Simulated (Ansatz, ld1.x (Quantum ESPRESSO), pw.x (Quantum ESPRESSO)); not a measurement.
**What a changed setting does to a pw.x run (sc Pt)**

Potential: norm-conserving Troullier–Martins (Kleinman–Bylander form), ld1.x (Quantum ESPRESSO) 7.5, PBE; core [Xe] 4f14, reference 5d9 6s1 6p0; waves: 6s (bound): rc 1.85 bohr; 6p (bound, empty): rc 2.75 bohr; 5d (bound): rc 1.95 bohr; local part: all-electron potential smoothed inside 2.60 bohr (lloc = -1); core correction: none.

The reference run (k-mesh 12³, cutoffs 85/340 Ry, Fermi–Dirac 0.01 Ry, mixing_beta 0.4, conv_thr 1e-9, no spin) gives 1.16 GPa at 18.193 Å³/atom, where all-electron LAPW gives -0.80 GPa. This run, with its own iteration cap, changes tot_charge to -2, a wrong or extreme entry chosen on purpose.

```
&control
  calculation='scf', prefix='x', pseudo_dir='./', outdir='./tmp', tstress=.true., disk_io='none'
/
&system
  ibrav=0, nat=1, ntyp=1, ecutwfc=85, ecutrho=340, nbnd=12,
  occupations='smearing', smearing='fd', degauss=0.01, tot_charge=-2
/
&electrons
  conv_thr=1e-09, mixing_beta=0.4, electron_maxstep=70
/
ATOMIC_SPECIES
Pt 1.0 Pt.UPF
CELL_PARAMETERS angstrom
  2.63007484 0.00000000 0.00000000
  0.00000000 2.63007484 0.00000000
  0.00000000 0.00000000 2.63007484
ATOMIC_POSITIONS crystal
Pt 0.0000 0.0000 0.0000
K_POINTS automatic
12 12 12 0 0 0
```

```bash
pw.x < Pt.scf.in > Pt.scf.out
```

How does the run end?

It converges in 8 iterations; the free energy moves by +30.79 eV/atom and the pressure by +390.39 GPa. The cell is charged against a uniform background, so energy and pressure depend on the zero of the potential and are not those of the crystal.

```
Message from routine setup:
     using ibrav=0 with symmetry is DISCOURAGED, use correct ibrav instead
     lattice parameter (alat)  =       4.9701  a.u.
     unit-cell volume          =     122.7724 (a.u.)^3
     number of electrons       =        12.00
     number of Kohn-Sham states=           12
     kinetic-energy cutoff     =      85.0000  Ry
     charge density cutoff     =     340.0000  Ry
     scf convergence threshold =      1.0E-09
     Exchange-correlation= PBE
     number of k points=    84  Fermi-Dirac smearing, width (Ry)=  0.0100
     iteration #  1     ecut=    85.00 Ry     beta= 0.40
     total energy              =     -50.20044031 Ry
     estimated scf accuracy    <       1.43729798 Ry
     iteration #  2     ecut=    85.00 Ry     beta= 0.40
     total energy              =     -50.44723185 Ry
     estimated scf accuracy    <       0.00441688 Ry
     iteration #  3     ecut=    85.00 Ry     beta= 0.40
     total energy              =     -50.45030794 Ry
     estimated scf accuracy    <       0.00027868 Ry
     [... 2 iterations left out ...]
     iteration #  6     ecut=    85.00 Ry     beta= 0.40
     total energy              =     -50.45032887 Ry
     estimated scf accuracy    <       0.00000016 Ry
     iteration #  7     ecut=    85.00 Ry     beta= 0.40
     total energy              =     -50.45032889 Ry
     estimated scf accuracy    <          4.6E-09 Ry
     iteration #  8     ecut=    85.00 Ry     beta= 0.40
     the Fermi energy is    18.4355 ev
!    total energy              =     -50.45032889 Ry
     estimated scf accuracy    <          1.0E-10 Ry
     smearing contrib. (-TS)   =      -0.00219559 Ry
     The total energy is F=E-TS. E is the sum of the following terms:
     one-electron contribution =      10.83612379 Ry
     hartree contribution      =       6.78532870 Ry
     xc contribution           =     -10.98249672 Ry
     ewald contribution        =     -57.08708908 Ry
     convergence has been achieved in   8 iterations
          total   stress  (Ry/bohr**3)                   (kbar)     P=     3915.47
     Message from routine punch:
     Nothing written, as per user request (disk_io='none')
```

The run took about 15 s on one core of a shared host (Neoverse-V1, 64 threads, 495 GiB, load 35).
